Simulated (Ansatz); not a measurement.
## PbF2: competing structures

Method: Ansatz, DFT PBE, scalar-relativistic, plane waves, PAW. Settings: cutoff 420 eV, Γ-centred meshes no coarser than 0.19 Å⁻¹ for metals and 0.3 Å⁻¹ for insulators (2π included), Gaussian smearing.

Temperature and zero-point effects are left out. Only the structures computed here compete, so a lower one can exist. Spin–orbit coupling is left out. No run is spin-polarised.

```
#          started from       space group  atoms  V (Å³/atom)  ΔE (meV/atom)  gap on mesh (eV)
1         database cell   Fm-3m (No. 225)      3         18.0              0              4.42
2         database cell     Pnma (No. 62)     12         17.0             22              4.43
3  quartz type, changed  P3_121 (No. 152)      9         20.7            111              3.81
```

The lowest structure: Space group Fm-3m (No. 225), cubic, a = 6.000 Å. Pb has 8 F at 2.60 Å; F is coordinated by 4 Pb at 2.60 Å and 6 F at 3.00 Å. Its energy against the elements is -2.369 eV/atom. The zero of energy is the lowest elemental structures computed at the same level (F₂ as a molecule); no fitted shifts are applied.

```xyz
3
Lattice="0.0000 2.9999 2.9999 2.9999 0.0000 2.9999 2.9999 2.9999 0.0000" Properties=species:S:1:pos:R:3 pbc="T T T"
Pb    0.0000    0.0000    0.0000
F     4.4998    4.4998    4.4998
F     1.4999    1.4999    1.4999
```

The second: Space group Pnma (No. 62), orthorhombic, a = 6.578 Å, b = 3.950 Å, c = 7.831 Å. Around Pb lie 7 F at 2.41–2.68 Å; around F on Wyckoff site c (4 atoms of the primitive cell) lie 1 Pb at 2.41 Å and 2 Pb at 2.63 Å; around F on Wyckoff site c (4 atoms of the primitive cell) lie 4 Pb at 2.49–2.68 Å (next F at 2.94 Å).

Question: At what pressure would number 2, the only denser structure, take over if both were incompressible?

Answer: ΔE/ΔV is 22 meV/atom over 18.00 − 16.96 Å³/atom, about 3.4 GPa. This crude estimate ignores compression.